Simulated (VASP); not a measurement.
# Ti: single point with r2SCAN

Crystal: Ti.

```
Ti
1.0
    -1.64100    1.64100    1.64100
     1.64100   -1.64100    1.64100
     1.64100    1.64100   -1.64100
Ti
1
Direct
  0.00000 0.00000 0.00000
```

This isn't the form of Ti at room conditions, which is hcp.

| Property | Result |
| --- | --- |
| Program | VASP 6.6.1 |
| Task | single point |
| Functional | r2SCAN |
| Potentials or basis | VASP PAW PBE potentials, release 64 (Ti_sv) |
| Cutoff | 520 eV |
| k mesh | 20 × 20 × 20 |
| Occupations | gaussian, width 0.15 eV |
| Spin | no spin polarisation |

The pressure is -2.4 GPa. The band gap on the k mesh is none (metal or under the smearing width).

Levels at points of the mesh, in eV from the Fermi level:
| k point | band 3 | band 4 | band 5 | band 6 | band 7 | band 8 | band 9 | band 10 |
| --- | --- | --- | --- | --- | --- | --- | --- | --- |
| (0.00, 0.00, 0.00) | -33.77 | -33.77 | -6.30 | 1.12 | 1.12 | 1.12 | 2.86 | 2.86 |
| (0.50, 0.00, 0.00) | -33.98 | -33.78 | -2.54 | -0.32 | 0.91 | 2.87 | 3.21 | 4.38 |
| (0.50, 0.50, 0.50) | -34.22 | -34.22 | -2.20 | -2.20 | 4.03 | 4.03 | 4.03 | 8.60 |

Wall time 3 min on 1 thread of AMD EPYC 9R45 96-Core Processor (Zen 5), on a shared host, peak memory 0.15 GiB.

Caveat: the PAW data sets were made with another functional, which shifts forces and pressure a little.
